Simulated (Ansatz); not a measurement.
# ZnS (Wurtzite-2H) (P6_3mc) in Ansatz: reference runs

How does ZnS (Wurtzite-2H) come out in PBE? The cell is run as given.

All numbers are computed with Ansatz 0.2.0; they aren't measurements. Logs are shortened: lines on timing, memory, paths and dates and some standing lists are left out, and cuts for length are marked.

**Measured values to compare with.**

From a printed reference work, monograph, for a bulk crystal of ZnS at 4 K: band gap 3.911 eV (direct).

How close the calculation comes is told below.

## 1. The structure

The structure is hexagonal, space group P6_3mc (No. 186). The conventional cell has a = 3.811 Å, b = 3.811 Å, c = 6.234 Å, α = 90.00°, β = 90.00°, γ = 120.00°. Around Zn (site symmetry 3m) lie 4 S at 2.31 to 2.40 Å. S (site symmetry 3m) is surrounded by 4 Zn at 2.31 to 2.40 Å.

## 2. Single point, PBE

The input, input.yaml:

```yaml
crystal:
  lattice:
    - [3.811, 0.0, 0.0]
    - [-1.9055, 3.3004228138, 0.0]
    - [0.0, 0.0, 6.234]
  atoms:
    - { symbol: Zn, position: [0.6666666667, 0.3333333333, 0.5] }
    - { symbol: Zn, position: [0.3333333333, 0.6666666667, 0.0] }
    - { symbol: S, position: [0.6666666667, 0.3333333333, 0.885] }
    - { symbol: S, position: [0.3333333333, 0.6666666667, 0.385] }
kpoints:
  mp_grid: { grid: [8, 8, 5] }
scf:
  occupations: { method: fermi_dirac, width: 0.05 }
hamiltonian:
  xc: pbe
  pseudopotentials: { kind: all_electron, lapw: { basis_error: 0.001 } }
output:
  forces: true
  stress: true
  eigenvalues: true
  populations: true
```

Potentials or basis: all-electron LAPW, scalar-relativistic.

Run with:

```console
$ ansatz run input.yaml --threads 2 --pin off --max-ram 6144MiB --backend cpu --events-out ev --progress --plain --runs-dir out
```

What it wrote:

```text
Warning: RAYON_NUM_THREADS=2 ignored (pool sized by the plan → 2); use --threads N
Zn: projections on atomic orbitals take those of the free atom 1s2 2s2 2p6 3s2 3p6 3d10 4s2, of charge +0.00 (hamiltonian.pseudopotentials.projection_atoms)
S: projections on atomic orbitals take those of the free atom 1s2 2s2 2p6 3s2 3p4, of charge +0.00 (hamiltonian.pseudopotentials.projection_atoms)
LAPW: plane waves up to 8.700 Å⁻¹, error target 1.0e-3 eV per atom; small_component_spin mean_spin; S in spheres of 1.027 Å, 14 of its electrons in bands, Dirac shells []; Zn in spheres of 1.287 Å, 20 of its electrons in bands, Dirac shells [] (how accurate: hamiltonian.pseudopotentials.lapw.basis_error, Limitations)
Engine: ansatz 0.2.0, aarch64-unknown-linux-gnu
Pseudopotentials: kind: all_electron
Pseudopotential: Zn, LAPW, valence charge 20, lapw/all_electron/scalar/gaussian/Zn, Koelling and Harmon's equation, gaussian nucleus
Pseudopotential: S, LAPW, valence charge 14, lapw/all_electron/scalar/gaussian/S, Koelling and Harmon's equation, gaussian nucleus
Functional definition: PBE
  parameter kappa = 0.804
  parameter beta = 0.06672455060314922
  exchange = pbe_x(kappa = kappa, mu = beta*pi^2/3)
  correlation = pbe_c(beta = beta)
Crystal: 4 atoms, lattice volume = 78.411 Å³
Basis set: ecut = 288.3618202730317 eV, 869 PW (Γ), exchange–correlation at level 2
Bands: 41, of which v1, the nominal top of the filled ones, is band 34 counted from 1 (33 counted from 0)
Symmetry: 12 space group operations
Space group: P63mc (ITA 186), of the structure as read, at distance tolerance 4.3e-5 Å
k-points: 30 of 320 (time reversal used)
Non-local potential: Zn, projectors of the file, none
Non-local potential: S, projectors of the file, none
Initial density: superposition of atomic densities (chi_scale 0.1, normalization cell, long waves kept (reshape's long-wave potential 0.00 eV rms))
Initial wavefunctions: plane waves of lowest kinetic energy (no species holds an atomic orbital)
Functional: x = pbe(κ = 0.804, μ = 0.2195149727645171), c = pbe(β = 0.06672455060314922)
iter 1 solved again at ethr=3.11e-3 eV; its pass at ethr=1.00e-1 eV (dr2=2.11e0 eV) is discarded
SCF iter   1: F=—  HF=-119475.488386 eV  |F-HF|=—  |Δ(HF+E_count)|=         —  Δρ=4.08e-2  dr2=2.12e0  ethr=3.11e-3  ⟨swp⟩=2.0  Hψ=8333  notcnv=0
preconditioner: auto → Resta (q_TF=auto, 2.664 Å⁻¹)  ε∞=6.0  [insulator: Δε(μ)=2.493 eV  Ē_g=11.275 eV  σ=0.050 eV  W_gap=1.00  n_scr=22 (ndim 8)  ℏωp=25.2 eV  f_vac=0.102  D(μ)=0.00/eV (n_scr^D=0)  ε∞_Penn≈6.0]
SCF iter   2: F=—  HF=-119474.791781 eV  |F-HF|=—  |Δ(HF+E_count)|=   6.97e-1  Δρ=1.86e-2  dr2=3.92e-1  ethr=3.11e-3  ⟨swp⟩=2.8  Hψ=3624  notcnv=0
SCF iter   3: F=—  HF=-119474.691447 eV  |F-HF|=—  |Δ(HF+E_count)|=   1.00e-1  Δρ=1.26e-2  dr2=1.85e-1  ethr=5.77e-4  ⟨swp⟩=2.0  Hψ=3578  notcnv=0
SCF iter   4: F=—  HF=-119474.615279 eV  |F-HF|=—  |Δ(HF+E_count)|=   7.62e-2  Δρ=5.56e-3  dr2=2.96e-2  ethr=2.72e-4  ⟨swp⟩=2.0  Hψ=3585  notcnv=0  defer=1
iter 5 solved again at ethr=2.06e-6 eV; its pass at ethr=4.35e-5 eV (dr2=1.40e-3 eV) is discarded
SCF iter   5: F=—  HF=-119474.622564 eV  |F-HF|=—  |Δ(HF+E_count)|=         —  Δρ=1.16e-3  dr2=1.40e-3  ethr=2.06e-6  ⟨swp⟩=2.0  Hψ=6104  notcnv=0
the basis was enlarged: its passes take 4.4 MiB over the memory plan, 2 of 2 planned eigensolver slots
SCF iter   6: F=—  HF=-119474.624251 eV  |F-HF|=—  |Δ(HF+E_count)|=   1.69e-3  Δρ=4.18e-4  dr2=2.16e-4  ethr=2.06e-6  ⟨swp⟩=3.0  Hψ=3529  notcnv=0
SCF iter   7: F=—  HF=-119474.624725 eV  |F-HF|=—  |Δ(HF+E_count)|=   4.73e-4  Δρ=9.66e-5  dr2=1.22e-5  ethr=3.18e-7  ⟨swp⟩=3.0  Hψ=3742  notcnv=0
SCF iter   8: F=—  HF=-119474.624756 eV  |F-HF|=—  |Δ(HF+E_count)|=   3.14e-5  Δρ=2.69e-5  dr2=8.01e-7  ethr=1.80e-8  ⟨swp⟩=3.0  Hψ=3753  notcnv=0
SCF iter   9: F=-119474.624757 eV  HF=-119474.624757 eV  |F-HF|=4.42e-8  |Δ(HF+E_count)|=   8.18e-7  Δρ=5.73e-6  dr2=3.41e-8  ethr=1.18e-9  ⟨swp⟩=3.0  Hψ=3720  notcnv=0
SCF 1 converged in 9 iterations: F = -119474.624757 eV  dr2 = 3.41e-8
SCF converged after 9 iterations
Free energy (F): -119474.624757 eV
Harris-Foulkes:  -119474.624757 eV  (|F-HF|=4.42e-8)
Internal energy: -119474.624757 eV  (E = F + TS)
E sigma→0 (E₀):  -119474.624757 eV
Fermi energy:    8.559201 eV
--- Per-component energies (eV) ---
  E_band       = -3755.400322
  E_kinetic    = 121370.539085
  E_xc         = -5298.234005
  E_electrostatic = -235546.929837  (all electrons and nuclei)
  E_smearing   = -0.000000  (= −TS)
  E_closure    = 0.000000  (closes the sum)
  E_atoms      = -119460.994694  (free atoms, spherical and without spin; not in F)
  Σ components = -119474.624757   (vs F -119474.624757, Δ=0.00e0)
  Basis errors (estimates in eV, not in F): energy 4.5e-4 per atom: plane waves 4.1e-4 (2.4e-4 summed), levels above the bands 6.7e-57, relativity 2.5e-8, radial functions 3.8e-5, core shells 1.3e-10; eigenvalues (radial functions only) 1.1e-6; not estimated: angular momenta, meshes, grids; target (lapw.basis_error) 1.0e-3; muffin-tin radii S 1.027 Å, Zn 1.287 Å
--- Forces (eV/Å), atoms counted from 1 ---
  atom   1  Zn     0.00000000    -0.00000000     0.31926639
  atom   2  Zn     0.00000000     0.00000000     0.31926639
  atom   3  S      0.00000000    -0.00000000    -0.31927799
  atom   4  S      0.00000000     0.00000000    -0.31927799
  max |Σ_I F_I| component: 2.32e-5 eV/Å
--- Stress (GPa, compression-positive) ---
        3.018468       0.000000       0.000000
        0.000000       3.018468       0.000000
        0.000000       0.000000       0.996481
  P = ⅓ Tr σ = 2.3445 GPa (23.445 kbar)
--- Band table (eV; the first three rows and the last of 30) ---
  k-point 0: bands = ["-197.2566", "-197.2566", "-142.0305", "-142.0305", "-142.0305", "-142.0305", "-142.0238", "-142.0238", "-117.4719", "-117.4718", "-71.6445", "-71.6443", "-71.6395", "-71.6395", "-71.6395", "-71.6395", "-5.7939", "-4.8705", "1.0340", "1.0340", "1.0984", "1.0984", "1.1074", "1.5148", "1.5148", "1.5948", "1.5948", "1.7545", "2.2373", "6.5430", "6.5430", "7.3884", "7.3884", "7.3996", "9.6502", "10.3947", "13.6787", "13.6787", "13.9832", "14.9865", "14.9865"]
  k-point 1: bands = ["-197.2566", "-197.2566", "-142.0305", "-142.0305", "-142.0305", "-142.0305", "-142.0238", "-142.0238", "-117.4719", "-117.4718", "-71.6444", "-71.6443", "-71.6395", "-71.6395", "-71.6395", "-71.6395", "-5.7178", "-4.9737", "1.0378", "1.0378", "1.0899", "1.0899", "1.1028", "1.4269", "1.5243", "1.5243", "1.5891", "1.5891", "2.8870", "6.6179", "6.6179", "6.6307", "7.3011", "7.3011", "10.3035", "10.5019", "13.7177", "13.7319", "13.7319", "14.7618", "14.7618"]
  k-point 2: bands = ["-197.2566", "-197.2566", "-142.0305", "-142.0305", "-142.0305", "-142.0305", "-142.0238", "-142.0238", "-117.4719", "-117.4719", "-71.6444", "-71.6443", "-71.6395", "-71.6395", "-71.6395", "-71.6395", "-5.5086", "-5.2261", "1.0501", "1.0501", "1.0699", "1.0699", "1.1100", "1.1897", "1.5474", "1.5474", "1.5721", "1.5721", "4.0029", "5.3113", "6.8192", "6.8192", "7.0796", "7.0796", "10.7791", "10.9268", "13.7732", "13.9348", "13.9348", "14.3141", "14.3141"]
  k-point 29: bands = ["-197.2566", "-197.2566", "-142.0305", "-142.0305", "-142.0305", "-142.0305", "-142.0238", "-142.0238", "-117.4718", "-117.4718", "-71.6444", "-71.6444", "-71.6397", "-71.6396", "-71.6396", "-71.6396", "-4.6360", "-4.5925", "1.1685", "1.2198", "1.2267", "1.2865", "1.4025", "1.4048", "1.5268", "1.5297", "1.8282", "1.8737", "2.5925", "2.7213", "4.2347", "4.7132", "5.9193", "6.1525", "11.8300", "12.1481", "13.4382", "13.8533", "14.5020", "15.0479", "16.8156"]
--- Löwdin populations: 4 sites ---
  site symbol       q [e]
     0     Zn     28.7201
     1     Zn     28.7201
     2      S     17.0687
     3      S     17.0687
  spilling = 0.004592 (of n_electrons = 92.000000)
```

Wall time 26 s (2 threads of Arm Neoverse V1, shared host); peak memory 0.41 GiB.

Results:

| Item | Value |
| --- | --- |
| Free energy | -119474.6248 eV |
| Pressure | 2.3 GPa |
| Largest force | 0.319 eV/Å |
| Band gap on the k mesh | 2.25 eV, direct |
| Loewdin charges | Zn +1.28; S -1.07 e |

Forces in eV/Å, atoms in the order of the input:
```
Zn   0.000  0.000  0.319
Zn   0.000  0.000  0.319
S    0.000  0.000 -0.319
S    0.000  0.000 -0.319
```

Levels at points of the mesh, in eV from the valence-band top:
```tsv
k point	band 32	band 33	band 34	band 35	band 36	band 37
(0.00, 0.00, 0.00)	-0.01	-0.01	0.00	2.25	3.00	6.28
(0.00, -0.50, 0.00)	-2.25	-1.56	-0.98	3.61	4.26	5.17
```

Caveat: the atomic charges don't sum to the cell's charge.

## 3. How close it comes

Step 2. Measured gap of ZnS: 3.911 eV (direct; 4 K; a printed reference work, monograph). This calculation gives 2.25 eV (-1.66 eV). The value is that of PBE, without temperature or zero-point motion. Semilocal functionals fall short of measured gaps as a rule.
